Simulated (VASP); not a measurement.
# Mg (Im-3m) in VASP: relaxation of the atoms with revTPSS

Aim: the relaxation of the atoms of Mg with revTPSS.

Program: VASP 6.6.1. These are calculated values, not measurements. Logs are shortened: lines on timing, memory, paths and dates and some standing lists are left out, and cuts for length are marked.

### Step 1. The undisturbed crystal

Symmetry: Im-3m, No. 229, cubic system. The conventional cell has a = 3.546 Å, b = 3.546 Å, c = 3.546 Å, α = 90.00°, β = 90.00°, γ = 90.00°. Mg (site symmetry m-3m) is surrounded by 8 Mg at 3.07 Å.

This isn't the form of Mg at room conditions, which is hcp.

### Step 2. Relaxation of the atoms, revTPSS (volume scaled by 1.15)

run.py

```python
from ase import Atoms
from ase.calculators.vasp import Vasp
from ase.optimize import LBFGS

atoms = Atoms(
    ['Mg'],
    cell=[[-1.8573068434, 1.8573068434, 1.8573068434], [1.8573068434, -1.8573068434, 1.8573068434], [1.8573068434, 1.8573068434, -1.8573068434]],
    scaled_positions=[[0.0, 0.0, 0.0]],
    pbc=True,
)
calc = Vasp(
    directory='calc',
    xc='revtpss',
    pp='PBE',
    setups='recommended',
    prec='Accurate',
    encut=520,
    ediff=1e-06,
    ismear=-1,
    sigma=0.05,
    lreal=False,
    lasph=True,
    nelm=60,
    algo='Normal',
    isif=2,
    lwave=True,
    lcharg=False,
    lmixtau=True,
    kpts=[11, 11, 11],
    gamma=True,
)
atoms.calc = calc
opt = LBFGS(atoms, trajectory='relax.traj')
converged = opt.run(fmax=0.005, steps=40)
print('converged:', converged)

print('energy (eV):', atoms.get_potential_energy())
print('free energy (eV):', atoms.get_potential_energy(force_consistent=True))
print('forces (eV/A):')
print(atoms.get_forces())
print('stress (eV/A^3, Voigt):', atoms.get_stress())
print('Fermi level (eV):', calc.get_fermi_level())
print('cell (A, degrees):', atoms.cell.cellpar())
print('volume (A^3):', atoms.get_volume())
print('scaled positions:')
print(atoms.get_scaled_positions())
```

Potentials or basis: VASP PAW PBE potentials, release 64 (Mg).

Command:

```sh
$ python run.py
```

Standard output:

```text
Step     Time          Energy          fmax
LBFGS:    0       -2.992959        0.000000
converged: True
energy (eV): -2.99147985
free energy (eV): -2.99295887
forces (eV/A):
[[ 0. -0.  0.]]
stress (eV/A^3, Voigt): [ 0.02374719  0.02374719  0.02374719  0.         -0.          0.        ]
Fermi level (eV): 2.08396751
cell (A, degrees): [  3.21694982   3.21694982   3.21694982 109.47122063 109.47122063
 109.47122063]
volume (A^3): 25.627778876008804
scaled positions:
[[0. 0. 0.]]
```

OUTCAR:

```text
ENCUT = 520.000000
   EDIFF = 1.00e-06
   METAGGA = RTPSS
   PREC = Accurate
   ISIF = 2
   ISMEAR = -1
   NELM = 60
   LASPH = .TRUE.
   LREAL = .FALSE.

 ion  position               nearest neighbor table
   1  0.000  0.000  0.000-

  LATTYP: Found a body centered cubic cell.
 ALAT       =     3.7146136868

  Lattice vectors:

 A1 = (  -1.8573068434,   1.8573068434,   1.8573068434)
 A2 = (   1.8573068434,  -1.8573068434,   1.8573068434)
 A3 = (   1.8573068434,   1.8573068434,  -1.8573068434)

Analysis of symmetry for initial positions (statically):
=====================================================================
 Subroutine PRICEL returns:
 Original cell was already a primitive cell.

 Routine SETGRP: Setting up the symmetry group for a
 body centered cubic supercell.

 Subroutine GETGRP returns: Found 48 space group operations
 (whereof 48 operations were pure point group operations)
 out of a pool of 48 trial point group operations.

The static configuration has the point symmetry O_h .

Analysis of symmetry for dynamics (positions and initial velocities):
=====================================================================
 Subroutine PRICEL returns:
 Original cell was already a primitive cell.

 Routine SETGRP: Setting up the symmetry group for a
 body centered cubic supercell.

 Subroutine GETGRP returns: Found 48 space group operations
 (whereof 48 operations were pure point group operations)
 out of a pool of 48 trial point group operations.

The dynamic configuration has the point symmetry O_h .

 Subroutine INISYM returns: Found 48 space group operations
 (whereof 48 operations are pure point group operations),
 and found     1 'primitive' translations

----------------------------------------------------------------------------------------

                                     Primitive cell

  volume of cell :      25.6278

  direct lattice vectors                    reciprocal lattice vectors
    -1.857306843  1.857306843  1.857306843     0.000000000  0.269206998  0.269206998
     1.857306843 -1.857306843  1.857306843     0.269206998  0.000000000  0.269206998
     1.857306843  1.857306843 -1.857306843     0.269206998  0.269206998  0.000000000

  length of vectors
     3.216949818  3.216949818  3.216949818     0.380716188  0.380716188  0.380716188

  position of ions in fractional coordinates (direct lattice)
     0.000000000  0.000000000  0.000000000

  ion indices of the primitive-cell ions
   primitive index   ion index
                 1           1

----------------------------------------------------------------------------------------

 KPOINTS: KPOINTS created by Atomic Simulation Env

Automatic generation of k-mesh.
 Grid dimensions read from file:
 generate k-points for:   11   11   11

 Generating k-lattice:

  Cartesian coordinates                     Fractional coordinates (reciprocal lattice)
     0.000000000  0.024473363  0.024473363     0.090909091  0.000000000  0.000000000
     0.024473363  0.000000000  0.024473363     0.000000000  0.090909091  0.000000000
     0.024473363  0.024473363  0.000000000     0.000000000  0.000000000  0.090909091

  Length of vectors
     0.034610563  0.034610563  0.034610563

  Shift w.r.t. Gamma in fractional coordinates (k-lattice)
     0.000000000  0.000000000  0.000000000

 Subroutine IBZKPT returns following result:
 ===========================================

 Found     56 irreducible k-points:

 Following reciprocal coordinates:
            Coordinates               Weight
  0.000000  0.000000  0.000000      1.000000
  0.090909  0.000000  0.000000     12.000000
  0.181818  0.000000  0.000000     12.000000
  0.272727  0.000000  0.000000     12.000000
  0.363636  0.000000  0.000000     12.000000
  0.454545  0.000000  0.000000     12.000000
[... 42 lines left out ...]
 -0.363636  0.363636  0.272727     24.000000
 -0.454545  0.454545  0.272727     24.000000
 [... further k-points ...]
   k-points           NKPTS =     56   k-points in BZ     NKDIM =     56   number of bands    NBANDS=      5
   number of dos      NEDOS =    301   number of ions     NIONS =      1
   total plane-waves  NPLWV =  13824
   dimension x,y,z NGX =    24 NGY =   24 NGZ =   24
   dimension x,y,z NGXF=    48 NGYF=   48 NGZF=   48
   ions per type =               1
   NGX,Y,Z   is equivalent  to a cutoff of  12.40, 12.40, 12.40 a.u.
   NGXF,Y,Z  is equivalent  to a cutoff of  24.81, 24.81, 24.81 a.u.
 SYSTEM =  unknown system
   PREC   = accura    normal or accurate (medium, high low for compatibility)
   ISTART =      0    job   : 0-new  1-cont  2-samecut
   ICHARG =      2    charge: 1-file 2-atom 10-const
   ISPIN  =      1    spin polarized calculation?
   LNONCOLLINEAR =      F non collinear calculations
   LSORBIT =      F    spin-orbit coupling
   LASPH  =      T    aspherical Exc in radial PAW
   ENCUT  =  520.0 eV  38.22 Ry    6.18 a.u.   5.98  5.98  5.98*2*pi/ulx,y,z
   NELM   =     60;   NELMIN=  2; NELMDL= -5     # of ELM steps
   EDIFF  = 0.1E-05   stopping-criterion for ELM
   LREAL  =      F    real-space projection
   EDIFFG = 0.1E-04   stopping-criterion for IOM
   NSW    =      0    number of steps for IOM
   IBRION =     -1    ionic relax: 0-MD 1-quasi-New 2-CG
   NFREE  =      0    steps in history (QN), initial steepest desc. (CG)
   ISIF   =      2    stress and relaxation
   ISYM   =      2    0-nonsym 1-usesym 2-fastsym
   POTIM  = 0.5000    time-step for ionic-motion
   TEBEG  =    0.0;   TEEND  =   0.0 temperature during run
   PSTRESS=    0.0 pullay stress
   NELECT =       2.0000    total number of electrons
   NUPDOWN=      -1.0000    fix difference up-down
   EMIN   =  10.00;   EMAX   =-10.00  energy-range for DOS
   EFERMI =   0.00;   METHOD = LEGACY
   ISMEAR =    -1;   SIGMA  =   0.05  broadening in eV -4-tet -1-fermi 0-gaus
   EFERMI_NEDOS =   21; number of points for ismear=-14 and -15
   IALGO  =     38    algorithm
   IMIX   =      4    mixing-type and parameters
     AMIX     =   0.40;   BMIX     =  1.00
     AMIX_MAG =   1.60;   BMIX_MAG =  1.00
  volume/ion in A,a.u.               =      25.63       172.94
  Fermi-wavevector in a.u.,A,eV,Ry     =   0.699597  1.322046  6.659178  0.489436
  Thomas-Fermi vector in A             =   1.783519
   LORBIT       =      0    0 simple, 1 ext, 2 COOP (PROOUT), +10 PAW based schemes
   METAGGA = RTPSS    functional components
   LHFCALC =     F    Hartree Fock is set to
   AEXX    =    0.0000 exact exchange contribution
   IVDW    =     0    specifies the selected vdW correction
   LEPSILON=     F    determine dielectric tensor
   LRPA    =     F    only Hartree local field effects (RPA)
 non-spin polarized calculation
  energy-cutoff  :      520.00
  volume of cell :       25.63
 maximum number of plane-waves:       704
   NGX = 11   NGY = 11   NGZ = 11

 number of electron       2.0000000 magnetization

 Free energy of the ion-electron system (eV)
  ---------------------------------------------------
  ext. energy  EPLUGINS =         0.00000000
  ---------------------------------------------------
  free energy    TOTEN  =        -2.99295887 eV

  energy without entropy =       -2.99000083  energy(sigma->0) =       -2.99147985

 E-fermi :   2.0840     XC(G=0):  -8.1623

 val. band max:        2.0283422448   @ k =   0.3636   0.1818   0.0909
 cond. band min:       2.1743228982   @ k =  -0.4545   0.4545   0.0909
 fundamental gap:      0.1459806534
 Fermi energy:         2.0839675074

 k-point     1 :       0.0000    0.0000    0.0000
  band No.  band energies     occupation
      1      -4.3751      2.00000
      2      14.4180      0.00000
      3      14.4180      0.00000
      4      14.4180      0.00000
      5      16.0246      0.00000

 k-point     2 :       0.0909    0.0000    0.0000
  band No.  band energies     occupation
      1      -4.1942      2.00000
      2      12.4449      0.00000
      3      13.5465      0.00000
      4      13.6072      0.00000
      5      14.8194      0.00000
[... 297 lines left out ...]
 k-point    40 :       0.2727    0.2727    0.1818
  band No.  band energies     occupation
      1       2.8919      0.00000
      2       2.8919      0.00000
      3       3.6390      0.00000
      4       5.3732      0.00000
      5      20.6800      0.00000

 [... further k-points ...]

------------------------ aborting loop because EDIFF is reached ----------------------------------------

  FORCE on cell =-STRESS in cart. coord.  units (eV):
  Direction    XX          YY          ZZ          XY          YZ          ZX
  --------------------------------------------------------------------------------------
  -------------------------------------------------------------------------------------
  Total       -0.6085875     -0.6085875     -0.6085875      0.0000000     -0.0000000      0.0000000
  in kB      -38.0471978    -38.0471978    -38.0471978      0.0000000     -0.0000000      0.0000000
  external PRESSURE =     -38.0471978 kB  Pullay stress =       0.0000000 kB

 VOLUME and BASIS-vectors are now :
 -----------------------------------------------------------------------------
  energy-cutoff  :      520.00
  volume of cell :       25.63
      direct lattice vectors                 reciprocal lattice vectors
    -1.857306843  1.857306843  1.857306843     0.000000000  0.269206998  0.269206998
     1.857306843 -1.857306843  1.857306843     0.269206998  0.000000000  0.269206998
     1.857306843  1.857306843 -1.857306843     0.269206998  0.269206998  0.000000000

 POSITION                                       TOTAL-FORCE (eV/Angst)
 -----------------------------------------------------------------------------------
      0.00000      0.00000      0.00000         0.000000     -0.000000      0.000000
 -----------------------------------------------------------------------------------
    total drift:                               -0.000000      0.000000     -0.000000

  FREE ENERGIE OF THE ION-ELECTRON SYSTEM (eV)
  ---------------------------------------------------
  free  energy   TOTEN  =        -2.9929588674 eV

  energy  without entropy=       -2.9900008321  energy(sigma->0) =       -2.99147985
```

INCAR:

```text
ENCUT = 520.000000
SIGMA = 0.050000
EDIFF = 1.00e-06
ALGO = Normal
METAGGA = RTPSS
PREC = Accurate
ISIF = 2
ISMEAR = -1
NELM = 60
LASPH = .TRUE.
LCHARG = .FALSE.
LWAVE = .TRUE.
LMIXTAU = .TRUE.
LREAL = .FALSE.
```

Run time: 26 s. Hardware: 1 thread of Intel Xeon 6975P-C (Granite Rapids), shared host; peak memory 0.12 GiB.

What came out:

```yaml
Free_energy: -2.9930 eV
Pressure_after_relaxing: -3.8 GPa
Band_gap_on_the_k_mesh: none (metal or under the smearing width)
```

Final structure:
```xyz
1
Lattice="-1.8573 1.8573 1.8573 1.8573 -1.8573 1.8573 1.8573 1.8573 -1.8573" Properties=species:S:1:pos:R:3 pbc="T T T"
Mg    0.0000    0.0000    0.0000
```

Caveat: the relaxation stopped at its first step, so nothing moved; the PAW data sets were made with another functional, which shifts forces and pressure a little.

### Step 3. The reference run

An earlier run on the cell as given: functional PBE; potentials or basis VASP PAW PBE potentials, release 64 (Mg); cutoff 520 eV; k mesh 11 × 11 × 11; occupations fermi-dirac, width 0.05 eV; no spin polarisation.

- Pressure: 0.8 GPa
- Band gap on the k mesh: none (metal or under the smearing width)
